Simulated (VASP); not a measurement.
# BN (P6_3/mmc) in VASP: further runs

The runs below take BN through relaxation of cell and atoms, with PBE+D3(BJ).

Program: VASP 6.6.1. These are calculated values, not measurements. Logs are shortened: lines on timing, memory, paths and dates and some standing lists are left out, and cuts for length are marked.

## (1) The crystal as given

The structure is hexagonal, space group P6_3/mmc (No. 194). The conventional cell has a = 2.498 Å, b = 2.498 Å, c = 6.636 Å, α = 90.00°, β = 90.00°, γ = 120.00°. Around B (site symmetry -6m2) lie 3 N at 1.44 Å. Around N (site symmetry -6m2) lie 3 B at 1.44 Å.

## (2) Relaxation of cell and atoms, PBE+D3(BJ)

Contents of INCAR:

```
SYSTEM = BN
PREC = Accurate
ENCUT = 520
EDIFF = 1E-7
ISMEAR = 0
SIGMA = 0.02
LREAL = .False.
LASPH = .True.
NELM = 60
ALGO = Normal
ISIF = 3
LWAVE = .False.
LCHARG = .False.
GGA = PE
IVDW = 12
IBRION = 2
NSW = 80
EDIFFG = -0.002
```

Contents of KPOINTS:

```
Automatic mesh
0
Gamma
  15 15 6
  0 0 0
```

Contents of POSCAR:

```
BN
1.0
    2.4982400000      0.0000000000      0.0000000000
   -1.2491200000      2.1635393000      0.0000000000
    0.0000000000      0.0000000000      6.6357000000
B N
2 2
Direct
    0.3333333300      0.6666666700      0.2500000000
    0.6666666700      0.3333333300      0.7500000000
    0.3333333300      0.6666666700      0.7500000000
    0.6666666700      0.3333333300      0.2500000000
```

Potentials or basis: VASP PAW PBE potentials, release 64 (B, N).

On the command line:

```console
$ cat potpaw_PBE.64/B/POTCAR potpaw_PBE.64/N/POTCAR > POTCAR
$ mpirun -np 1 vasp_std > vasp.out
```

OUTCAR:

```text
SYSTEM = BN
   PREC = Accurate
   ENCUT = 520
   EDIFF = 1E-7
   ISMEAR = 0
   LREAL = .False.
   LASPH = .True.
   NELM = 60
   ISIF = 3
   GGA = PE
   IVDW = 12
   IBRION = 2
   NSW = 80
   EDIFFG = -0.002
 IVDW          = 12

 ion  position               nearest neighbor table
   1  0.333  0.667  0.250-   4 1.44   4 1.44   4 1.44
   2  0.667  0.333  0.750-   3 1.44   3 1.44   3 1.44
   3  0.333  0.667  0.750-   2 1.44   2 1.44   2 1.44
   4  0.667  0.333  0.250-   1 1.44   1 1.44   1 1.44

  LATTYP: Found a hexagonal cell.
 ALAT       =     2.4982400000
 C/A-ratio  =     2.6561499296

  Lattice vectors:

 A1 = (   2.4982400000,   0.0000000000,   0.0000000000)
 A2 = (  -1.2491200000,   2.1635393000,   0.0000000000)
 A3 = (   0.0000000000,   0.0000000000,   6.6357000000)

Analysis of symmetry for initial positions (statically):
=====================================================================
 Subroutine PRICEL returns:
 Original cell was already a primitive cell.

 Routine SETGRP: Setting up the symmetry group for a
 hexagonal supercell.

 Subroutine GETGRP returns: Found 24 space group operations
 (whereof 12 operations were pure point group operations)
 out of a pool of 24 trial point group operations.

The static configuration has the point symmetry D_3d.
 The point group associated with its full space group is D_6h.

Analysis of symmetry for dynamics (positions and initial velocities):
=====================================================================
 Subroutine PRICEL returns:
 Original cell was already a primitive cell.

 Routine SETGRP: Setting up the symmetry group for a
 hexagonal supercell.

 Subroutine GETGRP returns: Found 24 space group operations
 (whereof 12 operations were pure point group operations)
 out of a pool of 24 trial point group operations.

The dynamic configuration has the point symmetry D_3d.
 The point group associated with its full space group is D_6h.

 Subroutine INISYM returns: Found 24 space group operations
 (whereof 12 operations are pure point group operations),
 and found     1 'primitive' translations

----------------------------------------------------------------------------------------

                                     Primitive cell

  volume of cell :      35.8662

  direct lattice vectors                    reciprocal lattice vectors
     2.498240000  0.000000000  0.000000000     0.400281798  0.231102805  0.000000000
    -1.249120000  2.163539300  0.000000000     0.000000000  0.462205609  0.000000000
     0.000000000  0.000000000  6.635700000     0.000000000  0.000000000  0.150700002

  length of vectors
     2.498240000  2.498239996  6.635700000     0.462205608  0.462205609  0.150700002

  position of ions in fractional coordinates (direct lattice)
     0.333333330  0.666666670  0.250000000
     0.666666670  0.333333330  0.750000000
     0.333333330  0.666666670  0.750000000
     0.666666670  0.333333330  0.250000000

  ion indices of the primitive-cell ions
   primitive index   ion index
                 1           1
                 2           2
                 3           3
                 4           4

----------------------------------------------------------------------------------------

 KPOINTS: Automatic mesh

Automatic generation of k-mesh.
 Grid dimensions read from file:
 generate k-points for:   15   15    6

 Generating k-lattice:

  Cartesian coordinates                     Fractional coordinates (reciprocal lattice)
     0.026685453  0.015406854  0.000000000     0.066666667 -0.000000000  0.000000000
     0.000000000  0.030813707  0.000000000     0.000000000  0.066666667  0.000000000
     0.000000000  0.000000000  0.025116667     0.000000000  0.000000000  0.166666667

  Length of vectors
     0.030813707  0.030813707  0.025116667

  Shift w.r.t. Gamma in fractional coordinates (k-lattice)
     0.000000000  0.000000000  0.000000000

 Subroutine IBZKPT returns following result:
 ===========================================

 Found    108 irreducible k-points:

 Following reciprocal coordinates:
            Coordinates               Weight
  0.000000  0.000000  0.000000      1.000000
  0.066667  0.000000  0.000000      6.000000
  0.133333 -0.000000  0.000000      6.000000
  0.200000 -0.000000  0.000000      6.000000
  0.266667 -0.000000  0.000000      6.000000
  0.333333  0.000000  0.000000      6.000000
[... 16 lines left out ...]
  0.333333  0.200000  0.000000     12.000000
  0.400000  0.200000  0.000000      6.000000
 [... further k-points ...]
   k-points           NKPTS =    108   k-points in BZ     NKDIM =    108   number of bands    NBANDS=     12
   number of dos      NEDOS =    301   number of ions     NIONS =      4
   total plane-waves  NPLWV =  20000
   dimension x,y,z NGX =    20 NGY =   20 NGZ =   50
   dimension x,y,z NGXF=    40 NGYF=   40 NGZF=  100
   ions per type =               2   2
   NGX,Y,Z   is equivalent  to a cutoff of  13.31, 13.31, 12.53 a.u.
   NGXF,Y,Z  is equivalent  to a cutoff of  26.62, 26.62, 25.05 a.u.
 SYSTEM =  BN
   PREC   = accura    normal or accurate (medium, high low for compatibility)
   ISTART =      0    job   : 0-new  1-cont  2-samecut
   ICHARG =      2    charge: 1-file 2-atom 10-const
   ISPIN  =      1    spin polarized calculation?
   LNONCOLLINEAR =      F non collinear calculations
   LSORBIT =      F    spin-orbit coupling
   LASPH  =      T    aspherical Exc in radial PAW
   ENCUT  =  520.0 eV  38.22 Ry    6.18 a.u.   4.65  4.65 12.34*2*pi/ulx,y,z
   NELM   =     60;   NELMIN=  2; NELMDL= -5     # of ELM steps
   EDIFF  = 0.1E-06   stopping-criterion for ELM
   LREAL  =      F    real-space projection
   EDIFFG = -.2E-02   stopping-criterion for IOM
   NSW    =     80    number of steps for IOM
   IBRION =      2    ionic relax: 0-MD 1-quasi-New 2-CG
   NFREE  =      1    steps in history (QN), initial steepest desc. (CG)
   ISIF   =      3    stress and relaxation
   ISYM   =      2    0-nonsym 1-usesym 2-fastsym
   POTIM  = 0.5000    time-step for ionic-motion
   TEBEG  =    0.0;   TEEND  =   0.0 temperature during run
   PSTRESS=    0.0 pullay stress
   NELECT =      16.0000    total number of electrons
   NUPDOWN=      -1.0000    fix difference up-down
   EMIN   =  10.00;   EMAX   =-10.00  energy-range for DOS
   EFERMI =   0.00;   METHOD = LEGACY
   ISMEAR =     0;   SIGMA  =   0.02  broadening in eV -4-tet -1-fermi 0-gaus
   EFERMI_NEDOS =   21; number of points for ismear=-14 and -15
   IALGO  =     38    algorithm
   IMIX   =      4    mixing-type and parameters
     AMIX     =   0.40;   BMIX     =  1.00
     AMIX_MAG =   1.60;   BMIX_MAG =  1.00
  volume/ion in A,a.u.               =       8.97        60.51
  Fermi-wavevector in a.u.,A,eV,Ry     =   1.250891  2.363842 21.289433  1.564729
  Thomas-Fermi vector in A             =   2.384864
   LORBIT       =      0    0 simple, 1 ext, 2 COOP (PROOUT), +10 PAW based schemes
   GGA     = PE    functional components
   LHFCALC =     F    Hartree Fock is set to
   AEXX    =    0.0000 exact exchange contribution
   IVDW    =    12    specifies the selected vdW correction
   LEPSILON=     F    determine dielectric tensor
   LRPA    =     F    only Hartree local field effects (RPA)
 conjugate gradient relaxation of ions
 non-spin polarized calculation
 Gauss-broadening in eV      SIGMA  =   0.02
  energy-cutoff  :      520.00
  volume of cell :       35.87
 maximum number of plane-waves:       985
 NGX is ok and might be reduce to    20
   NGX =  9   NGY =  9   NGZ = 25

--------------------------------------- Ionic step        1  -------------------------------------------

 number of electron      15.9999997 magnetization

 Free energy of the ion-electron system (eV)
  ---------------------------------------------------
  ext. energy  EPLUGINS =         0.00000000
  ---------------------------------------------------
  free energy    TOTEN  =       -35.14691838 eV

  energy without entropy =      -35.14691838  energy(sigma->0) =      -35.14691838

------------------------ aborting loop because EDIFF is reached ----------------------------------------

 Edisp (eV)   -0.56768

 E8    (eV) :    -0.1663

  FORCE on cell =-STRESS in cart. coord.  units (eV):
  Direction    XX          YY          ZZ          XY          YZ          ZX
  --------------------------------------------------------------------------------------
  -------------------------------------------------------------------------------------
  Total       0.84035     0.84035    -0.05581    -0.00000     0.00000     0.00000
  in kB      37.53925    37.53925    -2.49294    -0.00000     0.00000     0.00000
  external pressure =       24.20 kB  Pullay stress =        0.00 kB
[... 103 lines left out ...]
  FREE ENERGIE OF THE ION-ELECTRON SYSTEM (eV)
  ---------------------------------------------------
  free  energy   TOTEN  =       -35.7174834532 eV

  energy  without entropy=      -35.7174834532  energy(sigma->0) =      -35.71748345

[... ionic steps 4 to 8 ...]

--------------------------------------- Ionic step        9  -------------------------------------------

 number of electron      15.9999997 magnetization

------------------------ aborting loop because EDIFF is reached ----------------------------------------

 Edisp (eV)   -0.56908

 E8    (eV) :    -0.1668
[... 73 lines left out ...]
  energy  without entropy=      -35.7176477452  energy(sigma->0) =      -35.71764775

--------------------------------------- Ionic step       11  -------------------------------------------

 number of electron      15.9999997 magnetization

 Free energy of the ion-electron system (eV)
  ---------------------------------------------------
  ext. energy  EPLUGINS =         0.00000000
  ---------------------------------------------------
  free energy    TOTEN  =       -35.14863590 eV

  energy without entropy =      -35.14863590  energy(sigma->0) =      -35.14863590

 E-fermi :   2.5281     XC(G=0): -10.1179

 val. band max:        2.3609383800   @ k =   0.3333   0.2667   0.0000
 cond. band min:       6.6300426211   @ k =   0.4667   0.0667   0.0000
 fundamental gap:      4.2691042411
 Fermi energy:         2.5280643944

 k-point     1 :       0.0000    0.0000    0.0000
  band No.  band energies     occupation
      1     -15.4619      2.00000
      2     -15.1480      2.00000
      3      -3.9080      2.00000
      4      -1.6933      2.00000
      5       0.9909      2.00000
      6       0.9909      2.00000
      7       1.0316      2.00000
      8       1.0316      2.00000
      9       7.6395      0.00000
     10      12.7275      0.00000
     11      13.8422      0.00000
     12      13.8422      0.00000
[... 331 lines left out ...]
 k-point    24 :       0.4000    0.2000    0.0000
  band No.  band energies     occupation
      1     -11.9254      2.00000
      2     -11.8654      2.00000
      3      -6.1210      2.00000
      4      -6.0295      2.00000
      5      -3.6096      2.00000
      6      -3.5276      2.00000
      7       1.4772      2.00000
      8       2.2571      2.00000
      9       6.9045      0.00000
     10       7.7211      0.00000
     11      14.0651      0.00000
     12      14.3464      0.00000

 [... further k-points ...]

------------------------ aborting loop because EDIFF is reached ----------------------------------------

 Edisp (eV)   -0.56904

 E8    (eV) :    -0.1668

  FORCE on cell =-STRESS in cart. coord.  units (eV):
  Direction    XX          YY          ZZ          XY          YZ          ZX
  --------------------------------------------------------------------------------------
  -------------------------------------------------------------------------------------
  Total       0.00121     0.00121     0.00027    -0.00000    -0.00000     0.00000
  in kB       0.05427     0.05427     0.01195    -0.00000    -0.00000     0.00000
  external pressure =        0.04 kB  Pullay stress =        0.00 kB
[... 19 lines left out ...]
  FREE ENERGIE OF THE ION-ELECTRON SYSTEM (eV)
  ---------------------------------------------------
  free  energy   TOTEN  =       -35.7176726939 eV

  energy  without entropy=      -35.7176726939  energy(sigma->0) =      -35.71767269

 reached required accuracy - stopping structural energy minimisation
```

Wall time 2.5 min (1 thread of Intel Xeon Platinum 8488C (Sapphire Rapids), shared host); peak memory 0.2 GiB.

What came out:

```yaml
Free_energy: -35.7177 eV
Relaxed_volume: 8.96 Å³/atom
Relaxed_cell: a = 2.507 Å, b = 2.507 Å, c = 6.585 Å, α = 90.00°, β = 90.00°, γ = 120.00°
Space_group_after_relaxing_to_0.05_Å: P6_3/mmc (No. 194)
Energy_gained_by_relaxing: 0.8 meV/atom
Ionic_steps: 11
Pressure_after_relaxing: 0.0 GPa
Band_gap_on_the_k_mesh: 4.27 eV, indirect (least direct gap 4.63 eV)
Dispersion_energy_per_atom: -0.142 eV
```

Step by step:
```tsv
step	energy change (eV)	largest force (eV/Å)	pressure (GPa)	volume (Å³)
1	0.0000	0.0000	2.42	35.87
2	0.0077	0.0000	-4.69	36.57
3	-0.0029	0.0000	-0.09	36.11
4	-0.0029	0.0000	-0.04	36.10
5	-0.0029	0.0000	-0.03	36.08
6	-0.0030	0.0000	-0.02	36.03
7	-0.0031	0.0000	0.01	35.92
8	-0.0030	0.0000	0.06	35.70
9	-0.0031	0.0000	0.03	35.84
10	-0.0031	0.0000	-0.23	35.86
11	-0.0031	0.0000	0.00	35.84
```

Final structure:
```
CELL_PARAMETERS angstrom
2.50682 0.00000 0.00000
-1.25341 2.17097 0.00000
0.00000 0.00000 6.58547
ATOMIC_POSITIONS crystal
B 0.33333 0.66667 0.25000
B 0.66667 0.33333 0.75000
N 0.33333 0.66667 0.75000
N 0.66667 0.33333 0.25000
```

Levels at points of the mesh, in eV from the valence-band top:
```
           k point  band 6  band 7  band 8  band 9  band 10  band 11
(0.00, 0.00, 0.00)   -1.37   -1.33   -1.33    5.28    10.37    11.48
(0.00, 0.00, 0.50)   -1.35   -1.35   -1.35    7.69     7.69    11.55
```

Caveat: an odd mesh through Γ misses points on the zone boundary, where band edges often lie.

## (3) Relaxation of cell and atoms, PBE+D3(BJ)

INCAR is that of step 2.

KPOINTS is that of step 2.

Contents of POSCAR:

```
BN                                      
1.0
    2.5068152416     -0.0000000000      0.0000000000
   -1.2534076208      2.1709656770     -0.0000000000
    0.0000000000      0.0000000000      6.5854715460
  B               N             
     2     2
Direct
     0.3333333300000021    0.6666666699999979    0.2500000000000000
     0.6666666699999979    0.3333333300000021    0.7500000000000000
     0.3333333300000021    0.6666666699999979    0.7500000000000000
     0.6666666699999979    0.3333333300000021    0.2500000000000000
```

Potentials or basis: VASP PAW PBE potentials, release 64 (B, N).

On the command line:

```console
$ cat potpaw_PBE.64/B/POTCAR potpaw_PBE.64/N/POTCAR > POTCAR
$ mpirun -np 1 vasp_std > vasp.out
```

Run time: 28 s. Hardware: 1 thread of Intel Xeon Platinum 8488C (Sapphire Rapids), shared host; peak memory 0.18 GiB.

The run converged. Its results:

- Free energy: -35.7176 eV
- Pressure after relaxing: 0.0 GPa
- Band gap on the k mesh: 4.27 eV, indirect (least direct gap 4.63 eV)
- Dispersion energy per atom: -0.142 eV

Final structure:
```
B N
1.0
     2.50682    0.00000    0.00000
    -1.25341    2.17097    0.00000
     0.00000    0.00000    6.58547
B N
2 2
Direct
  0.33333 0.66667 0.25000
  0.66667 0.33333 0.75000
  0.33333 0.66667 0.75000
  0.66667 0.33333 0.25000
```

Levels at points of the mesh, in eV from the valence-band top:
```csv
k point,band 4,band 5,band 6,band 7,band 8,band 9,band 10,band 11,band 12
"(0.00, 0.00, 0.00)",-4.05,-1.37,-1.37,-1.33,-1.33,5.28,10.37,11.48,11.48
"(0.00, 0.00, 0.50)",-5.29,-1.35,-1.35,-1.35,-1.35,7.69,7.69,11.55,11.55
```

Caveat: the relaxation stopped at its first step, so nothing moved; an odd mesh through Γ misses points on the zone boundary, where band edges often lie.
